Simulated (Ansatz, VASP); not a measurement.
This is a calculation of TiO for Ansatz 0.2.0. The cell comes from a database or a generator and needn't be the stable form of this composition.

Contents of input.yaml:

```yaml
crystal:
  lattice:
    - [3.00939, 0.0, 0.0]
    - [0.0, 3.00939, 0.0]
    - [0.0, 0.0, 3.68042]
  atoms:
    - { symbol: Ti, position: [0.0, 0.0, 0.0] }
    - { symbol: O, position: [0.0, 0.0, 0.5] }
hamiltonian:
  xc: pbesol
  pseudopotentials: { kind: paw }
kpoints:
  mp_grid: { grid: [9, 9, 7] }
scf:
  occupations: { method: fermi_dirac, width: 0.05 }
output:
  forces: true
  stress: true
  eigenvalues: true
  write_density: true
  write_potential: true
  elf: true
  volumetric_format: npy
relax:
  f_tol: 0.01
  max_steps: 40
  cell: { stress_tol: 0.05 }
```

Potentials or basis: Ansatz PAW.

Launch:

```bash
$ ansatz run input.yaml --threads 2 --pin off --max-ram 5632MiB --backend cpu --events-out ev --progress --plain --runs-dir out
```

What does the same run look like in VASP 6.6.1? Potentials or basis there: PBE PAW files O, Ti_sv, 600 eV.

As run (cutoffs and basis follow the program's own potentials, and thresholds, step limits or extra output files can differ):

File INCAR:

```
PREC     = Accurate       # precision mode
ENCUT    = 600            # plane-wave cutoff, eV
EDIFF    = 1E-6           # SCF threshold, eV
ISMEAR   = -1             # smearing method
SIGMA    = 0.05           # smearing width, eV
LREAL    = F              # projectors in reciprocal space
LASPH    = T              # aspherical terms in the spheres
NELM     = 60             # most SCF steps
ALGO     = Normal         # electronic algorithm
ISIF     = 3              # what is computed and relaxed
LWAVE    = F              # write WAVECAR
LCHARG   = F              # write CHGCAR
GGA      = PS             # functional
IBRION   = 2              # ionic algorithm
NSW      = 40             # ionic steps
EDIFFG   = -0.01          # ionic threshold
```

The input KPOINTS:

```
regular mesh
0
Gamma
  9 9 7
```

POSCAR

```
TiO
1.0
    3.0093900000      0.0000000000      0.0000000000
    0.0000000000      3.0093900000      0.0000000000
    0.0000000000      0.0000000000      3.6804200000
Ti O
1 1
Direct
    0.0000000000      0.0000000000      0.0000000000
    0.0000000000      0.0000000000      0.5000000000
```

Potentials or basis: VASP PAW PBE potentials, release 64 (Ti_sv, O).

Launch:

```sh
$ cat potpaw_PBE.64/Ti_sv/POTCAR potpaw_PBE.64/O/POTCAR > POTCAR
$ mpirun -np 1 vasp_std > vasp.out
```

Both were run:

|  | Ansatz | VASP |
| --- | --- | --- |
| Relaxed volume | 15.90 Å³/atom | 15.85 Å³/atom |
| Relaxed cell | a = 2.950 Å, b = 2.950 Å, c = 3.654 Å, α = 90.00°, β = 90.00°, γ = 90.00° | a = 2.944 Å, b = 2.944 Å, c = 3.656 Å, α = 90.00°, β = 90.00°, γ = 90.00° |
| Space group after relaxing | P4/mmm (No. 123) | P4/mmm (No. 123) |
| Pressure after relaxing | 0.0 GPa | 0.0 GPa |

Ansatz's pressure holds a Pulay term of +0.39 GPa for its cutoff of 420 eV, which the other run lacks.

Ansatz's potentials were made for PBE. VASP's potentials were made for PBE.

Where Ansatz's input types no cutoff or centring, it takes its own default and a Γ-centred mesh.

Pressure is positive in compression.
